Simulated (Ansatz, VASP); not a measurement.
# GaN: VASP beside Ansatz

One calculation is typed for both programs; each brings its own data sets. How far apart do they land? Of the first pair: The cell is taken from a series of runs on this material, whose earlier steps may have relaxed, scaled, displaced or heated it; both programs get it as it stands.

Main program and level: Ansatz 0.2.0; plane waves, with VASP 6.6.1 beside it; relaxation of cell and atoms at PBEsol and single point at PBEsol.

### 1. The structure

The structure is cubic, space group F-43m (No. 216). Conventional cell: a = 4.498 Å, b = 4.498 Å, c = 4.498 Å, α = 90.00°, β = 90.00°, γ = 90.00°. Ga has 4 N at 1.95 Å nearest. N has 4 Ga at 1.95 Å nearest. Farther neighbours and most contacts between anions are not listed.

Coordinates:

```xyz
2
Lattice="0.0000 2.2491 2.2491 2.2491 0.0000 2.2491 2.2491 2.2491 0.0000" Properties=species:S:1:pos:R:3 pbc="T T T"
Ga    0.0000    0.0000    0.0000
N     3.3736    3.3736    3.3736
```

### 2. VASP: relaxation of cell and atoms, PBEsol

The relaxed volume is the usual yardstick between codes: in a stiff, nearly cubic crystal its relative difference is about their pressure difference at one cell divided by the bulk modulus.

Lines of VASP's logs that name or quote its potential files are left out, and so is its time.

Contents of INCAR:

```
SYSTEM = GaN
PREC = Accurate
ENCUT = 600
EDIFF = 1E-07
NELM = 120
ISMEAR = -1
SIGMA = 0.02
LREAL = .FALSE.
ALGO = Normal
GGA = PS
NBANDS = 15
LORBIT = 11
LWAVE = .FALSE.
LCHARG = .FALSE.
ISIF = 3
IBRION = 2
NSW = 80
EDIFFG = -0.005
LASPH = .TRUE.
GGA_COMPAT = .FALSE.
NELMIN = 4
EFERMI = MIDGAP
```

Contents of POSCAR:

```
GaN
1.0
    0.0000000000      2.2490993636      2.2490993636
    2.2490993636      0.0000000000      2.2490993636
    2.2490993636      2.2490993636      0.0000000000
Ga N
1 1
Direct
    0.0000000000      0.0000000000      0.0000000000
    0.7500000000      0.7500000000      0.7500000000
```

Contents of KPOINTS:

```
Automatic mesh
0
Gamma
11 11 11
0 0 0
```

Potentials, in the order of the species: Ga_d and N (PBE family, release 64).

Command:

```console
$ mpirun -np 1 vasp_std
```

Numbers of over 12 decimals in the logs are rounded to 6 here.

Log:

```text
[banner, memory and clock lines left out]
running    1 mpi-ranks, on    1 nodes
 distrk:  each k-point on    1 cores,    1 groups
 distr:  one band on    1 cores,    1 groups

 POSCAR found type information on POSCAR GaN
 POSCAR found :  2 types and       2 ions
|                                                                             |
|               ----> ADVICE to this user running VASP <----                  |
|                                                                             |
|     You enforced a specific xc type in the INCAR file but a different       |
|     [... a line on the potential file left out ...]
|     I HOPE YOU KNOW WHAT YOU ARE DOING!                                     |
|                                                                             |

 LDA part: xc-table for (Slater+PW92), standard interpolation
 POSCAR, INCAR and KPOINTS ok, starting setup
 FFT: planning ... GRIDC
 FFT: planning ... GRID_SOFT
 FFT: planning ... GRID
 WAVECAR not read
 entering main loop
       N       E                     dE             d eps       ncg     rms          rms(c)
DAV:   1     0.834238552827E+02    0.83424E+02   -0.10094E+04  1895   0.231E+03
DAV:   2    -0.845129707829E+01   -0.91875E+02   -0.85619E+02  1932   0.352E+02
DAV:   3    -0.148552899632E+02   -0.64040E+01   -0.63748E+01  1883   0.798E+01
DAV:   4    -0.149399092787E+02   -0.84619E-01   -0.84603E-01  2210   0.995E+00
DAV:   5    -0.149410039020E+02   -0.10946E-02   -0.10946E-02  1918   0.101E+00    0.721E+00
DAV:   6    -0.131535477478E+02    0.17875E+01   -0.44980E+00  2541   0.425E+01    0.264E+00
DAV:   7    -0.131437910301E+02    0.97567E-02   -0.28759E-01  1862   0.618E+00    0.168E+00
DAV:   8    -0.131276294581E+02    0.16162E-01   -0.54949E-02  2107   0.297E+00    0.675E-01
DAV:   9    -0.131242500761E+02    0.33794E-02   -0.13444E-02  2567   0.264E+00    0.169E-01
DAV:  10    -0.131243471330E+02   -0.97057E-04   -0.12777E-03  2089   0.535E-01    0.757E-02
DAV:  11    -0.131243132646E+02    0.33868E-04   -0.15084E-04  2575   0.203E-01    0.824E-03
DAV:  12    -0.131243153504E+02   -0.20858E-05   -0.13072E-05  1981   0.504E-02    0.390E-03
DAV:  13    -0.131243153066E+02    0.43802E-07   -0.64479E-07  2107   0.818E-03
   1 F= -.13124315E+02 E0= -.13124315E+02  d E =-.131243E+02
 curvature:   0.00 expect dE= 0.000E+00 dE for cont linesearch  0.000E+00
 trial: gam= 0.00000 g(F)=  0.410E-46 g(S)=  0.245E-03 ort = 0.000E+00 (trialstep = 0.100E+01)
 search vector abs. value=  0.245E-03
 bond charge predicted
       N       E                     dE             d eps       ncg     rms          rms(c)
DAV:   1    -0.131269935935E+02   -0.26782E-02   -0.31218E-02  1995   0.468E+00    0.315E-01
DAV:   2    -0.131248860263E+02    0.21076E-02   -0.29365E-03  2100   0.176E+00    0.140E-01
DAV:   3    -0.131243803312E+02    0.50570E-03   -0.47376E-04  2072   0.823E-01    0.354E-02
DAV:   4    -0.131243142623E+02    0.66069E-04   -0.70227E-05  2203   0.117E-01    0.311E-03
DAV:   5    -0.131243139364E+02    0.32588E-06   -0.29550E-06  2166   0.235E-02    0.289E-03
DAV:   6    -0.131243139182E+02    0.18251E-07   -0.34416E-08  1176   0.228E-03
   2 F= -.13124314E+02 E0= -.13124314E+02  d E =0.138843E-05
 trial-energy change:    0.000001  1 .order    0.000018   -0.000245    0.000282
 step:   0.5135(harm=  0.4649)  dis= 0.00000  next Energy=   -13.124381 (dE=-0.652E-04)
 bond charge predicted
       N       E                     dE             d eps       ncg     rms          rms(c)
DAV:   1    -0.131250068383E+02   -0.69290E-03   -0.73992E-03  1981   0.229E+00    0.153E-01
DAV:   2    -0.131245106729E+02    0.49617E-03   -0.68788E-04  2128   0.850E-01    0.682E-02
DAV:   3    -0.131243897460E+02    0.12093E-03   -0.11381E-04  2079   0.406E-01    0.170E-02
DAV:   4    -0.131243738002E+02    0.15946E-04   -0.16619E-05  2189   0.561E-02    0.178E-03
DAV:   5    -0.131243735897E+02    0.21048E-06   -0.62092E-07  2056   0.106E-02    0.143E-03
DAV:   6    -0.131243735909E+02   -0.11983E-08   -0.69522E-09   980   0.931E-04
   3 F= -.13124374E+02 E0= -.13124374E+02  d E =-.582843E-04
 curvature:  -0.23 expect dE=-0.151E-06 dE for cont linesearch -0.151E-06
 trial: gam=-0.04898 g(F)=  0.114E-46 g(S)=  0.653E-06 ort = 0.126E-04 (trialstep = 0.903E+00)
 search vector abs. value=  0.184E-08
 reached required accuracy - stopping structural energy minimisation
```

Parts of OUTCAR (step 2):

```text
ion  position               nearest neighbor table
   1  0.000  0.000  0.000-   2 1.95   2 1.95   2 1.95   2 1.95
   2  0.750  0.750  0.750-   1 1.95   1 1.95   1 1.95   1 1.95

  LATTYP: Found a face centered cubic cell.
 ALAT       =     4.4981987272

 Subroutine GETGRP returns: Found 24 space group operations
 (whereof 24 operations were pure point group operations)

The static configuration has the point symmetry T_d .

 Found     56 irreducible k-points:

   k-points           NKPTS =     56   k-points in BZ     NKDIM =     56   number of bands    NBANDS=     15

   dimension x,y,z NGX =    28 NGY =   28 NGZ =   28
   dimension x,y,z NGXF=    56 NGYF=   56 NGZF=   56

   ENCUT  =  600.0 eV  44.10 Ry    6.64 a.u.   6.35  6.35  6.35*2*pi/ulx,y,z

   NELECT =      18.0000    total number of electrons

 k-points in reciprocal lattice and weights: Automatic mesh
   0.00000000  0.00000000  0.00000000       0.001
   0.09090909  0.00000000  0.00000000       0.006
   0.18181818  0.00000000  0.00000000       0.006
   0.27272727  0.00000000  0.00000000       0.006
   0.36363636  0.00000000  0.00000000       0.006
   0.45454545  0.00000000  0.00000000       0.006
   0.09090909  0.09090909  0.00000000       0.005
   0.18181818  0.09090909  0.00000000       0.018
   0.27272727  0.09090909  0.00000000       0.018
[...]
-0.36363636  0.45454545  0.18181818       0.018
  -0.27272727  0.45454545  0.18181818       0.018

 average (electrostatic) potential at core
       1 -63.2526       2 -62.0990

 E-fermi :   6.1042

 k-point     1 :       0.0000    0.0000    0.0000
  band No.  band energies     occupation
    ...
      5      -7.8404      2.00000
      6      -7.8404      2.00000
      7       5.2370      2.00000
      8       5.2370      2.00000
      9       5.2370      2.00000
     10       6.9714      0.00000
     11      15.4900      0.00000
     12      15.4900      0.00000
     13      15.4900      0.00000
     14      22.7283      0.00000
    ...

 k-point     2 :       0.0909    0.0000    0.0000
  band No.  band energies     occupation
    ...
      5      -7.8416      2.00000
      6      -7.8416      2.00000
      7       4.2804      2.00000
      8       5.1460      2.00000
      9       5.1460      2.00000
     10       7.7204      0.00000
     11      15.0606      0.00000
     12      15.6311      0.00000
     13      15.6311      0.00000
     14      22.7479      0.00000
    ...

 k-point     3 :       0.1818    0.0000    0.0000
  band No.  band energies     occupation
    ...
      5      -7.8416      2.00000
      6      -7.8416      2.00000
      7       2.6470      2.00000
      8       4.9147      2.00000
      9       4.9147      2.00000
     10       8.7277      0.00000
     11      14.3263      0.00000
     12      15.8903      0.00000
     13      15.8903      0.00000
     14      21.7308      0.00000
    ...

  Total       -0.0030047     -0.0030047     -0.0030047     -0.0000000     -0.0000000      0.0000000
  in kB       -0.2120309     -0.2120309     -0.2120309     -0.0000000     -0.0000000      0.0000000
  external PRESSURE =      -0.2120309 kB  Pullay stress =       0.0000000 kB

  energy-cutoff  :      600.00
  volume of cell :       22.70
      direct lattice vectors                 reciprocal lattice vectors
    -0.000000000  2.247478539  2.247478539    -0.222471535  0.222471535  0.222471535
     2.247478539  0.000000000  2.247478539     0.222471535 -0.222471535  0.222471535
     2.247478539  2.247478539 -0.000000000     0.222471535  0.222471535 -0.222471535

 POSITION                                       TOTAL-FORCE (eV/Angst)
 -----------------------------------------------------------------------------------
      0.00000      0.00000      0.00000         0.000000      0.000000      0.000000
      3.37122      3.37122      3.37122        -0.000000     -0.000000     -0.000000
 -----------------------------------------------------------------------------------
    total drift:                               -0.000000     -0.000000     -0.000000

  FREE ENERGIE OF THE ION-ELECTRON SYSTEM (eV)
  ---------------------------------------------------
  free  energy   TOTEN  =       -13.1243735909 eV

  energy  without entropy=      -13.1243735909  energy(sigma->0) =      -13.12437359

 reached required accuracy - stopping structural energy minimisation

 total charge
# of ion       s       p       d       tot
------------------------------------------
    1        0.793   0.914  10.184  11.890
    2        1.215   2.501   0.000   3.715
--------------------------------------------------
tot          2.008   3.414  10.184  15.606

[... 3 further parts left out ...]
```

CONTCAR:

```
GaN
   1.00000000000000
    -0.0000000000000000    2.2474785387875058    2.2474785387875058
     2.2474785387875058    0.0000000000000000    2.2474785387875058
     2.2474785387875058    2.2474785387875058   -0.0000000000000000
  Ga              N
     1     1
Direct
     0.0000000000000000    0.0000000000000000    0.0000000000000000
     0.7500000000000000    0.7500000000000000    0.7500000000000000
```

The gap is read on the k-mesh alone, so it is an upper bound where the band edges lie off the mesh. The PAW data sets were made with PBE, which is usual practice but a small mismatch for other functionals. The run keeps the 24 symmetry operations of its start, so it cannot find a distortion of lower symmetry.

### 3. Ansatz: relaxation of cell and atoms, PBEsol

Ansatz runs on its PAW soft_1 files.

The same cell, functional, mesh and smearing now go to Ansatz.

Contents of input.yaml:

```yaml
crystal:
  lattice:
    - [0.0, 2.2490993636, 2.2490993636]
    - [2.2490993636, 0.0, 2.2490993636]
    - [2.2490993636, 2.2490993636, 0.0]
  atoms:
    - { symbol: Ga, position: [0.0, 0.0, 0.0] }
    - { symbol: "N", position: [0.75, 0.75, 0.75] }
kpoints:
  mp_grid: { grid: [11, 11, 11] }
scf:
  occupations: { method: fermi_dirac, width: 0.02 }
hamiltonian:
  xc: pbesol
  pseudopotentials: { kind: paw, azcp: { folder: soft_1 }, xc_functional: pbe }
basis:
  ecutwfc: 600
output:
  forces: true
  stress: true
  write_density: true
  write_potential: true
  elf: true
  volumetric_format: npy
relax:
  f_tol: 0.005
  max_steps: 70
  cell: { stress_tol: 0.02, p_target: 0 }
```

Command:

```console
$ ansatz run input.yaml --threads 4 --pin off --max-ram 10240MiB --backend cpu --events-out ev --progress --plain --runs-dir out
```

Log:

```text
Engine: ansatz 0.2.0, aarch64-unknown-linux-gnu
Pseudopotentials: kind: paw
Pseudopotential: Ga, paw, valence charge 13, recommended cutoff 420 eV (normal), soft_1/Ga.paw.azcp
Pseudopotential: N, paw, valence charge 5, recommended cutoff 420 eV (normal), soft_1/N.paw.azcp
Functional definition: PBEsol
  exchange = pbesol_x
  correlation = pbesol_c
Crystal: 2 atoms, lattice volume = 22.754 Å³
Basis set: ecut = 600 eV, 749 PW (Γ), exchange–correlation on 54×54×54 points (8 copies of the dense FFT grid, shifted against one another)
Bands: 13, of which v1, the nominal top of the filled ones, is band 9 counted from 1 (8 counted from 0)
Symmetry: 24 space group operations
Space group: F-43m (ITA 216), of the structure as read, at distance tolerance 2.8e-5 Å
k-points: 56 of 1331 (time reversal used)
Non-local potential: Ga, projectors of the file, l = 0: 2, l = 1: 2, l = 2: 3, l = 3: 1
Non-local potential: N, projectors of the file, l = 0: 2, l = 1: 2, l = 2: 1
PAW form: soft (Blöchl's): semilocal exchange-correlation on the pseudo side does not see the compensation charge
PAW frozen core: Ga, regenerated for the run's functional, and the local potential with it (the file was generated under x = pbe(κ = 0.804, μ = 0.219515), c = pbe(β = 0.066725))
PAW frozen core: N, regenerated for the run's functional, and the local potential with it (the file was generated under x = pbe(κ = 0.804, μ = 0.219515), c = pbe(β = 0.066725))
PAW one-centre angular grid: Ga, 590 points (default); XC on 64 Gauss nodes
PAW one-centre angular grid: N, 110 points (default); XC on 64 Gauss nodes
Initial density: superposition of atomic densities (chi_scale 0.1, normalization cell, long waves kept (reshape's long-wave potential 0.00 eV rms))
Initial wavefunctions: pseudopotential atomic-orbital guess
Functional: x = pbesol(κ = 0.804, μ = 0.123457), c = pbesol(β = 0.046)
SCF iter   1: F=—  HF=-4123.413757 eV  |F-HF|=—  |Δ(HF+E_count)|=         —  Δρ=1.04e-1  dr2=2.09e0  ethr=3.10e-3  ⟨swp⟩=4.6  Hψ=3747  notcnv=0
preconditioner: auto → none  [insulator: Δε(μ)=2.509 eV  Ē_g=19.059 eV  σ=0.020 eV  W_gap=1.00  n_scr=8 (ndim 8)  ℏωp=33.0 eV  f_vac=0.000  D(μ)=0.00/eV (n_scr^D=0)  ε∞_Penn≈4.0]
SCF iter   2: F=—  HF=-4122.913870 eV  |F-HF|=—  |Δ(HF+E_count)|=   5.00e-1  Δρ=4.07e-2  dr2=3.03e-1  ethr=3.10e-3  ⟨swp⟩=2.4  Hψ=1638  notcnv=0
SCF iter   3: F=—  HF=-4122.849864 eV  |F-HF|=—  |Δ(HF+E_count)|=   6.40e-2  Δρ=1.09e-2  dr2=1.10e-2  ethr=1.68e-3  ⟨swp⟩=2.8  Hψ=1364  notcnv=0
SCF iter   4: F=—  HF=-4122.842663 eV  |F-HF|=—  |Δ(HF+E_count)|=   7.20e-3  Δρ=1.91e-3  dr2=3.67e-4  ethr=6.12e-5  ⟨swp⟩=2.1  Hψ=1511  notcnv=0
SCF iter   5: F=—  HF=-4122.842541 eV  |F-HF|=—  |Δ(HF+E_count)|=   1.22e-4  Δρ=3.04e-4  dr2=8.70e-6  ethr=2.04e-6  ⟨swp⟩=2.0  Hψ=1445  notcnv=0
SCF iter   6: F=—  HF=-4122.842547 eV  |F-HF|=—  |Δ(HF+E_count)|=   5.81e-6  Δρ=1.85e-5  dr2=3.21e-8  ethr=5.56e-10  ⟨swp⟩=6.0  Hψ=4478  notcnv=0
SCF iter   7: F=-4122.842547 eV  HF=-4122.842547 eV  |F-HF|=8.64e-11  |Δ(HF+E_count)|=   3.83e-8  Δρ=1.16e-6  dr2=1.96e-10  ethr=1.78e-10  ⟨swp⟩=4.3  Hψ=3733  notcnv=0
SCF 1 converged in 7 iterations: F = -4122.842547 eV  dr2 = 1.96e-10
  greatest PAW one-centre occupation: 0.995 electrons in one spin orbital (limit 2), on the Ga atom at site 0 (counted from 0), in its partial waves of l = 2
relax step   1: F+E_penalty+E_count = -4122.84254695 eV  Δ(F+E_penalty+E_count) = +0.000e0 eV  max|allowed force component| = 2.313e-17 eV/Å  Δτ_max = 0.0000 Å  P = +0.000 GPa  Ω = 22.754 Å³  (7 SCF iters, dr2 threshold 1.00e-7 eV, accepted)
Initial density: handed on by an earlier stage of this run
Initial wavefunctions: pseudopotential atomic-orbital guess (no wavefunctions were taken with the density)
iter 1 solved again at ethr=1.21e-8 eV; its pass at ethr=3.10e-3 eV (dr2=2.17e-6 eV) is discarded
SCF iter   1: F=—  HF=-4122.842546 eV  |F-HF|=—  |Δ(HF+E_count)|=         —  Δρ=1.15e-6  dr2=1.88e-10  ethr=1.21e-8  ⟨swp⟩=3.1  Hψ=6006  notcnv=0
preconditioner: auto → none  [insulator: Δε(μ)=1.705 eV  Ē_g=18.702 eV  σ=0.020 eV  W_gap=1.00  n_scr=8 (ndim 8)  ℏωp=33.0 eV  f_vac=0.000  D(μ)=0.00/eV (n_scr^D=0)  ε∞_Penn≈4.1]
SCF iter   2: F=—  HF=-4122.842547 eV  |F-HF|=—  |Δ(HF+E_count)|=   8.75e-7  Δρ=5.14e-7  dr2=2.85e-11  ethr=1.04e-12  ⟨swp⟩=2.0  Hψ=1232  notcnv=0
SCF iter   3: F=—  HF=-4122.842547 eV  |F-HF|=—  |Δ(HF+E_count)|=  1.00e-11  Δρ=9.47e-8  dr2=1.35e-12  ethr=1.00e-12  ⟨swp⟩=1.0  Hψ=728  notcnv=0
iter 4 did not close the SCF: its close was put off for the readings that it lacked (scf_convergence_deferred on its scf_iter line)
SCF iter   4: F=-4122.842547 eV  HF=-4122.842547 eV  |F-HF|=1.82e-12  |Δ(HF+E_count)|=  9.09e-13  Δρ=5.22e-8  dr2=2.83e-13  ethr=1.00e-12  ⟨swp⟩=1.0  Hψ=728  notcnv=0
iter 5 did not close the SCF: its close was put off for the readings that it lacked (scf_convergence_deferred on its scf_iter line)
SCF iter   5: F=-4122.842547 eV  HF=-4122.842547 eV  |F-HF|=9.09e-13  |Δ(HF+E_count)|=  9.09e-13  Δρ=6.46e-9  dr2=4.64e-15  ethr=1.00e-12  ⟨swp⟩=1.0  Hψ=728  notcnv=0
iter 6 did not close the SCF: its close was put off for the readings that it lacked (scf_convergence_deferred on its scf_iter line)
SCF iter   6: F=-4122.842547 eV  HF=-4122.842547 eV  |F-HF|=1.82e-12  |Δ(HF+E_count)|=    0.00e0  Δρ=1.96e-9  dr2=3.03e-16  ethr=1.00e-12  ⟨swp⟩=1.0  Hψ=728  notcnv=0
iter 7 did not close the SCF: its close was put off for the readings that it lacked (scf_convergence_deferred on its scf_iter line)
SCF iter   7: F=-4122.842547 eV  HF=-4122.842547 eV  |F-HF|=0.00e0  |Δ(HF+E_count)|=    0.00e0  Δρ=4.18e-10  dr2=1.33e-17  ethr=1.00e-12  ⟨swp⟩=1.0  Hψ=728  notcnv=0
SCF iter   8: F=-4122.842547 eV  HF=-4122.842547 eV  |F-HF|=9.09e-13  |Δ(HF+E_count)|=  9.09e-13  Δρ=1.31e-10  dr2=1.01e-18  ethr=1.00e-12  ⟨swp⟩=2.0  Hψ=1907  notcnv=0
SCF 2 converged in 8 iterations: F = -4122.842547 eV  dr2 = 1.01e-18
relax step   2: F+E_penalty+E_count = -4122.84254695 eV  Δ(F+E_penalty+E_count) = -8.640e-11 eV  max|allowed force component| = 2.776e-17 eV/Å  Δτ_max = 0.0000 Å  P = +0.000 GPa  Ω = 22.754 Å³  stress off target by 1.40e-4 GPa  SCF on the basis re-selected at this cell (its energy is not comparable with the rows above)  (8 SCF iters)
basis re-selected at this cell: Δ(F+E_penalty+E_count) = -8.640e-11 eV, ΔP = +0.000 GPa vs the last step (what re-selecting the basis moved, of the pressure what is left beyond the Pulay correction that the steps carried, after the strain that the cell walked since its last selection, with what the two solves' SCF thresholds leave and, on support functions, any second-order correction that the steps lacked; it is no  [...]
SCF converged after 8 iterations
Free energy (F): -4122.842547 eV
Harris-Foulkes:  -4122.842547 eV  (|F-HF|=9.09e-13)
Internal energy: -4122.842547 eV  (E = F + TS)
E sigma→0 (E₀):  -4122.842547 eV
Fermi energy:    10.450335 eV
--- Per-component energies (eV) ---
  E_band       = -6.998684
  E_kinetic    = 240.311440
  E_local      = -1409.851801  (includes V_loc(G=0)·N_el)
  E_nonlocal   = -53.502018
  E_hartree    = 891.468772
  E_xc         = -121.303009
  E_vxc        = -130.642670  (∫ρ·V_xc dr)
  E_paw        = -2080.315619  (= ΣΔE_a)
  E_vpaw       = -436.251182  (= ΣTr[D̂ρ^β])
  E_aug_tail   = 0.000002  (compensation charges beyond the density's cutoff)
  E_ewald      = -1590.541392
  E_core_change = 0.891078  (= ΣΔE_core)
  E_smearing   = -0.000000  (= −TS)
  E_closure    = 0.000000  (closes the sum)
  Σ components = -4122.842547   (vs F -4122.842547, Δ=0.00e0)
--- Forces (eV/Å), atoms counted from 1 ---
  atom   1  Ga     0.00000000    -0.00000000    -0.00000000
  atom   2  N      0.00000000     0.00000000     0.00000000
  max |Σ_I F_I| component: 2.78e-16 eV/Å
--- Stress (GPa, compression-positive) ---
        0.000140      -0.000000       0.000000
        0.000000       0.000140       0.000000
       -0.000000       0.000000       0.000140
  P = ⅓ Tr σ = 0.0001 GPa (0.001 kbar)
--- Band table (eV; the first three rows and the last of 56) ---
  k-point 0: bands = [... 5 lower, -3.5736, 9.5859, 9.5859, 9.5859, 11.2912, 19.8316, 19.8316, 19.8316]
  k-point 1: bands = [... 5 lower, -3.5748, 8.6258, 9.4953, 9.4953, 12.0448, 19.4003, 19.9718, 19.9718]
  k-point 2: bands = [... 5 lower, -3.5747, 6.9945, 9.2650, 9.2650, 13.0529, 18.6632, 20.2281, 20.2281]
  k-point 55: bands = [... 5 lower, -1.5928, 3.7879, 5.4898, 6.3853, 15.6382, 17.8283, 19.7555, 20.8890]
--- Relaxed structure (1 steps of the walk, 1 accepted, 1 SCFs on fresh bases) ---
  F+E_penalty+E_count = -4122.84254695 eV   max|allowed force component| = 2.776e-17 eV/Å   (the final SCF, on the basis selected at the relaxed cell)
  cell:  # Å, volume = 22.7539 Å³
    - [0.0, 2.2490993636, 2.2490993636]
    - [2.2490993636, 0.0, 2.2490993636]
    - [2.2490993636, 2.2490993636, 0.0]
  atoms:
    - { symbol: Ga, position: [0.0, 0.0, 0.0] }
    - { symbol: N, position: [0.750000, 0.750000, 0.750000] }
```

(Continued in part 2 of 2.)

[Lines on the potential files, build, host, timing and source positions are cut from VASP's logs without a mark.]

[Logs are printed without paths, hosts, clocks, repeated set-up lines and the standing remarks that a program may print on its own settings, such as how far it seeks lower states.]

[Hosts, paths, dates, database ids (printed as entryN), source tags and the programs' standing remarks are cut or masked in the printed files.]
